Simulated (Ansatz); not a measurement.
A single layer of As after relaxation:

```
As
1.0
     3.57162    0.00000    0.00000
    -1.78581    3.09312    0.00000
     0.00000    0.00000   28.57424
As
2
Direct
  0.33333 0.66667 0.47555
  0.66667 0.33333 0.52445
```

The calculation used DFT PBE+D3(BJ), scalar-relativistic, plane waves, PAW (Ansatz). Settings: cutoff 420 eV, Γ-centred mesh 9×9×1 on the computed 2-atom cell, Gaussian smearing of 0.02 eV; no spin polarisation. No periodic images along c.

```
Band gap on the sampled k points                  : 1.54 eV
Least direct gap                                  : 2.05 eV
Ionisation potential from the Kohn-Sham band edge : 5.26 eV
Electron affinity from the Kohn-Sham band edge    : 3.73 eV
Bader charges (e)                                 : As1 0.00, As2 0.00
```

Path Γ–M–K–Γ, 16 steps a segment, one row in 2; levels in eV from the Fermi level, bands counted among those of the PAW valence electrons:

```csv
k (1/Å),point,band 13,band 14,band 15,band 16,band 17,band 18
0.000,Γ,-1.49,-0.78,-0.78,1.27,2.74,2.74
0.127,,-1.46,-1.36,-0.90,1.72,2.63,2.86
0.254,,-2.38,-1.39,-1.21,1.78,2.95,3.16
0.381,,-3.36,-1.59,-1.31,1.31,3.46,3.48
0.508,,-4.11,-1.96,-1.32,0.91,3.54,3.66
0.635,,-4.50,-2.28,-1.53,0.76,3.17,3.74
0.762,,-4.55,-2.51,-1.91,0.86,2.73,3.75
0.889,,-4.42,-2.66,-2.30,1.06,2.40,3.73
1.016,M,-4.32,-2.71,-2.48,1.17,2.26,3.72
1.089,,-4.33,-2.81,-2.48,1.33,2.24,3.66
1.162,,-4.37,-3.03,-2.47,1.75,2.17,3.52
1.236,,-4.47,-3.25,-2.46,2.01,2.30,3.39
1.309,,-4.66,-3.35,-2.47,1.79,2.88,3.34
1.382,,-4.89,-3.33,-2.50,1.53,3.38,3.38
1.456,,-5.10,-3.23,-2.57,1.30,3.47,3.71
1.529,,-5.24,-3.07,-2.70,1.15,3.60,3.83
1.602,K,-5.29,-2.88,-2.88,1.10,3.75,3.75
1.749,,-5.11,-3.36,-2.43,1.29,3.25,4.03
1.895,,-4.63,-3.85,-1.94,1.75,2.65,4.15
2.042,,-4.17,-3.93,-1.52,2.17,2.31,4.05
2.188,,-4.12,-3.11,-1.29,1.96,2.69,3.98
2.335,,-3.59,-2.24,-1.27,2.00,2.65,3.93
2.482,,-2.64,-1.48,-1.35,2.23,2.38,3.52
2.628,,-1.50,-1.45,-0.95,1.84,2.55,2.94
2.775,Γ,-1.49,-0.78,-0.78,1.27,2.74,2.74
```